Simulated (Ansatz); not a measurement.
# MgSe: levels with and without spin–orbit coupling

```yaml
crystal:
  lattice:
    - [0.00000, 2.73372, 2.73372]
    - [2.73372, 0.00000, 2.73372]
    - [2.73372, 2.73372, 0.00000]
  atoms:
    - { symbol: Mg, position: [0.00000, 0.00000, 0.00000] }
    - { symbol: Se, position: [0.50000, 0.50000, 0.50000] }
```

Atom numbers follow the list: Mg1, Se2.

Structure from Materials Project entry mp-10760 (possibly hypothetical), not relaxed further.

Methods: DFT, PBE, all-electron LAPW, scalar-relativistic (Ansatz 0.2.0); DFT, PBE, all-electron LAPW, Dirac equation with spin-orbit coupling (Ansatz 0.2.0).

The runs use a Γ-centred 10×10×10 k mesh, Fermi–Dirac smearing of 0.01 eV, basis error target 1 meV/atom, no spin polarisation.

Levels between -8 and 5 eV, each run counted from its own valence-band top. Scalar levels are listed once for both spins; with the coupling every spinor state is counted. Levels near the edges of the range can cross them.

Problem. At Γ (0.000, 0.000, 0.000) the scalar-relativistic levels are 0.00 (×3), 2.54. What are they with spin–orbit coupling?

Solution. -0.42 (×2), 0.00 (×4), 2.41 (×2).

Problem. At W (0.500, 0.250, 0.750) the scalar-relativistic levels are -3.27 (×2), -2.52, 4.52. What are they with spin–orbit coupling?

Solution. -3.50 (×2), -3.34 (×2), -2.65 (×2), 4.38 (×2).

Problem. At U (0.625, 0.250, 0.625) the scalar-relativistic levels are -3.72, -3.30, -1.41, 3.05. What are they with spin–orbit coupling?

Solution. -3.88 (×2), -3.43 (×2), -1.55 (×2), 2.91 (×2).

Problem. Without the coupling the gap is 1.80 eV, indirect from Γ to X (0.5, 0, 0.5). And with it?

Solution. 1.67 eV, indirect from Γ to X (0.5, 0, 0.5).
